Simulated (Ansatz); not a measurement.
# The puckered SnTe bilayer (AB) under a gate, part 2 of 2

Wanted: Fermi level and gate voltage of the puckered SnTe bilayer (AB) as it is charged.

Ansatz 0.2.0; plane-wave DFT, PBE-D3(BJ), Ansatz PAW.

So far. Step 10 (Gated layer, added electrons -6×10¹³ per cm²): Against the uncharged case this takes -4.64 V.

### Step 11. Gated layer, added electrons -10×10¹³ per cm²

Contents of input.yaml:

```yaml
crystal:
  lattice:
    - [4.7394522874, 0.0, 0.0]
    - [0.0, 4.5115505004, 0.0]
    - [0.0, 0.0, 48.1954179573]
  atoms:
    - { symbol: Sn, position: [0.0311575435, 0.0, 0.4059605819] }
    - { symbol: Te, position: [0.4694563091, 0.5, 0.4046027782] }
    - { symbol: Te, position: [0.9687417233, 0.0, 0.4663743694] }
    - { symbol: Sn, position: [0.530644424, 0.5, 0.4654666921] }
    - { symbol: Sn, position: [0.030644424, 0.5, 0.5345333079] }
    - { symbol: Te, position: [0.4687417233, 0.0, 0.5336256306] }
    - { symbol: Te, position: [0.9694563091, 0.5, 0.5953972218] }
    - { symbol: Sn, position: [0.5311575435, 0.0, 0.5940394181] }
  periodic: [true, true, false]
  symmetry: { detect: true }
total_charge: 0.213823
kpoints:
  mp_grid: { grid: [32, 32, 1] }
  band_path:
    path:
      - [0, 0, 0]
      - [0.5, 0, 0]
      - [0.5, 0.5, 0]
      - [0, 0, 0]
      - [0, 0.5, 0]
      - [0.5, 0.5, 0]
    npoints: 16
hamiltonian:
  xc: pbe
  dispersion: d3bj
scf:
  occupations: { method: fermi_dirac, width: 0.02585 }
  convergence: { dr2_threshold: 1.0e-10 }
output:
  forces: true
  eigenvalues: true
  dos: { projected: true, e_range: [-3, 3], de: 0.01 }
  write_potential: true
  write_density: true
  volumetric_format: npy
  elf: true
external_charges:
  - { charge: 0, barrier: 10, axis: 3, height: 32.195, sigma: 0.25 }
  - { charge: -0.213823, axis: 3, height: 33.695, sigma: 0.5 }
```

The run is started by

```bash
> ansatz run input.yaml --threads 4 --pin off --max-ram 16384MiB --backend cpu --events-out ev --progress --plain --runs-dir out
```

Elapsed: 25 min, on 4 threads of Arm Neoverse V1, shared host; peak memory 11 GiB.

The density of states has structure finer than the step of the table below, so its rows give means over 0.1 eV, whole bins alone (the curve runs from -3 to 1.99 eV). Peaks (eV: height): -2.37: 10.5, -1.89: 9.20, -1.30: 12.1, -1.17: 13.1, -0.32: 12.8, -0.26: 12.9, 1.39: 12.8.

Density of states against energy, zero at the Fermi level; means over each step:

energy (eV), density of states (states/eV a cell) and a bar:
```
     -2.9        7.6 ######################
     -2.8        6.6 ###################
     -2.7        6.4 ##################
     -2.6        5.6 ################
     -2.5        5.4 ###############
     -2.4        7.5 #####################
     -2.3        7.9 ######################
     -2.2        6.4 ##################
     -2.1        6.0 #################
     -2.0        6.0 #################
     -1.9        7.7 ######################
     -1.8        7.3 #####################
     -1.7        7.1 ####################
     -1.6        8.2 #######################
     -1.5        7.8 ######################
     -1.4        7.9 ######################
     -1.3        9.7 ############################
     -1.2        8.9 #########################
     -1.1        8.4 ########################
     -1.0        5.7 ################
     -0.9        4.7 #############
     -0.8        5.6 ################
     -0.7        5.7 ################
     -0.6        5.7 ################
     -0.5        6.5 ##################
     -0.4        6.2 ##################
     -0.3       10.4 #############################
     -0.2        4.5 #############
     -0.1        3.7 ##########
      0.0        1.6 #####
      0.1        0.8 ##
      0.2        0.4 #
      0.3        0.2 
      0.4        0.0 
      0.5        0.0 
      0.6        0.0 
      0.7        0.0 
      0.8        0.0 
      0.9        0.0 
      1.0        0.2 
      1.1        1.0 ###
      1.2        2.3 #######
      1.3        5.8 ################
      1.4       10.6 ##############################
      1.5        5.2 ###############
      1.6        4.4 ############
      1.7        5.4 ###############
      1.8        4.9 ##############
      1.9        5.8 #################
```

Against the uncharged case this takes -7.45 V.

### Step 12. The series together

This step: plane-wave DFT, PBE-D3(BJ), Ansatz PAW; charging by gates (Ansatz 0.2.0).

The potential behind each gate is read from every run and counted from the uncharged case.

Voltage on the gate against the layer's Fermi level, from the uncharged case. Table of gate voltage by added electrons:

```tsv
added electrons (10¹³ per cm²)	gate voltage (V)
-10.00	-7.45
-6.00	-4.64
-3.00	-2.53
-1.00	-1.10
0.00	0
1.00	1.09
3.00	2.45
6.00	4.36
10.00	6.71
```

Charge step over voltage step between neighbouring densities. Total capacitance against added electrons:

```tsv
added electrons (10¹³ per cm²)	total capacitance (µF/cm²)
-8.00	2.28
-4.50	2.27
-2.00	2.24
-0.50	1.46
0.50	1.47
2.00	2.36
4.50	2.51
8.00	2.74
```

Work function of the face away from the gate. Table of work function of the far face by added electrons:

```tsv
added electrons (1e13 /cm²)	work function of the far face (eV)
-10.00	4.48
-6.00	4.44
-3.00	4.38
-1.00	4.33
0.00	3.91
1.00	3.51
3.00	3.49
6.00	3.52
10.00	3.63
```

By hand: 10¹³ electrons per cm² are 0.001 e/Å², which by Gauss's law end a field of 0.181 V/Å. At 10×10¹³ holes per cm² the field towards a gate is 1.810 V/Å, which over the 5 Å from the outer atoms would drop 9.05 V; the run needs 7.45 V.

### Step 13. Varying the input

This step: plane-wave DFT, PBE-D3(BJ), Ansatz PAW, but for the change named below (Ansatz 0.2.0).

An input spoilt on purpose, to show how the run answers: it repeats the earlier run at 1 × 10¹³ added electrons per cm² with hamiltonian.xc from pbe to gga, and scf.max_iter set to 75.

input.yaml, as its differences from that of step 11:

```diff
@@ -16,3 +16,3 @@
   symmetry: { detect: true }
-total_charge: 0.213823
+total_charge: -0.021382
 kpoints:
@@ -29,3 +29,3 @@
 hamiltonian:
-  xc: pbe
+  xc: gga
   dispersion: d3bj
@@ -34,2 +34,3 @@
   convergence: { dr2_threshold: 1.0e-10 }
+  max_iter: 75
 output:
@@ -37,3 +38,2 @@
   eigenvalues: true
-  dos: { projected: true, e_range: [-3, 3], de: 0.01 }
   write_potential: true
@@ -41,5 +41,4 @@
   volumetric_format: npy
-  elf: true
 external_charges:
   - { charge: 0, barrier: 10, axis: 3, height: 32.195, sigma: 0.25 }
-  - { charge: -0.213823, axis: 3, height: 33.695, sigma: 0.5 }
+  - { charge: 0.021382, axis: 3, height: 33.695, sigma: 0.5 }
```

Wall time 0.03 s (4 threads); peak memory 0.022 GiB.

The program refused the input before any cycle.

The program's message: “Error: YAML parse error: error: line 30 column 7: hamiltonian.xc: unknown variant `gga`, expected one of `lda`, `lda-pw`, `pw92`, `pbe`, `pbesol`, `rpbe`, `revpbe`, `blyp`, `pbe0`, `revpbe0`, `b3lyp`, …”

The fault put into the input: an unknown functional.

### Step 14. Varying the input: crystal.symmetry = {"detect": false}

This step: plane-wave DFT, PBE-D3(BJ), Ansatz PAW (Ansatz 0.2.0).

Another changed input: it repeats the earlier run at 1 × 10¹³ added electrons per cm² with crystal.symmetry from detect: true to detect: false.

input.yaml, as its differences from that of step 13:

```diff
@@ -15,3 +15,3 @@
   periodic: [true, true, false]
-  symmetry: { detect: true }
+  symmetry: { detect: false }
 total_charge: -0.021382
@@ -29,3 +29,3 @@
 hamiltonian:
-  xc: gga
+  xc: pbe
   dispersion: d3bj
@@ -34,3 +34,2 @@
   convergence: { dr2_threshold: 1.0e-10 }
-  max_iter: 75
 output:
```

Run time: 47 min. Hardware: 4 threads; peak memory 14 GiB; 2.9 h of CPU time.

Numbers from this step:

* energy at zero smearing: -52021.2226 eV
* potential beyond the upper barrier and gate, less the barrier, from the Fermi level: 2.765 eV

Electronic bands along the path, in eV, zero at the Fermi level:

```tsv
point	band 57	band 58	band 59	band 60	band 61	band 62	band 63	band 64
Γ	-2.40	-2.25	-1.56	-1.41	0.19	1.48	1.81	1.85
halfway	-1.90	-1.83	-1.44	-1.42	0.31	0.75	1.17	1.25
X	-1.34	-1.33	-1.06	-1.04	0.25	0.26	0.59	0.61
halfway	-2.37	-2.36	-2.03	-2.02	1.21	1.22	2.06	2.08
S	-2.44	-2.43	-2.40	-2.39	1.62	1.64	1.76	1.80
halfway	-2.11	-1.96	-1.32	-1.13	0.26	0.37	0.83	1.13
Γ	-2.40	-2.25	-1.56	-1.41	0.19	1.48	1.81	1.85
halfway	-1.96	-1.87	-1.47	-1.38	0.18	0.75	0.99	1.13
Y	-1.72	-1.51	-1.38	-1.32	0.08	0.23	0.24	0.31
halfway	-2.59	-2.33	-2.21	-1.93	1.01	1.35	1.68	1.81
S	-2.44	-2.43	-2.40	-2.39	1.62	1.64	1.76	1.80
```

```tsv
quantity	this run	earlier run	difference
potential beyond the upper barrier and gate, less the barrier, from the Fermi level (eV)	2.765	2.765	0
```

Nothing in the table moves by 0.01 in its unit.

### Step 15. Summary of results

```
gap with uncharged gates                    : 0.781 eV
gate voltage at 10×10¹³ holes per cm²       : -7.45 V
gate voltage at 10×10¹³ electrons per cm²   : +6.71 V
total capacitance near 8×10¹³ holes per cm² : 2.28 µF/cm²
```

Putting 10×10¹³ holes per cm² on the layer takes -7.45 V on the gate; how far the Fermi level moves against the bands is taken for single layers without spin and with an even electron count alone. Between the first holes and the first electrons the voltage runs over 2.19 V: the drop across the plates for that charge, plus the way of the Fermi level through the region of the 0.78 eV gap. The zero of the voltage lies where the smearing puts the uncharged Fermi level. Plates 5 Å apart would give 1.77 µF/cm² in vacuum; the computed total runs from 1.5 to 2.74 µF/cm². A value over that of the plates means that the screening charge has its centre outside the outer atoms; a low density of states works the other way. Few carriers sample few k-points, so the slopes at the lowest densities depend on the mesh and on the temperature. The gates are charged sheets behind model barriers, not atoms. Spin-orbit coupling is left out, which matters for the bands of elements this heavy.

[Logs are printed without paths, hosts, clocks, repeated set-up lines and the standing remarks that a program may print on its own settings, such as how far it seeks lower states.]

[Hosts, paths, dates, database ids (printed as entryN), source tags and the programs' standing remarks are cut or masked in the printed files.]

[Maps of the electrostatic potential energy from Ansatz leave out the sawtooth potential of an applied field or a dipole correction, so their vacuum need not be flat; planar profiles and work functions include it.]

[The density of states shown here was stored with 400 of the rows of the run's finer table, so its peaks can read low, often by over a quarter, or be missed, and its means over a window can be off by a tenth or more.]
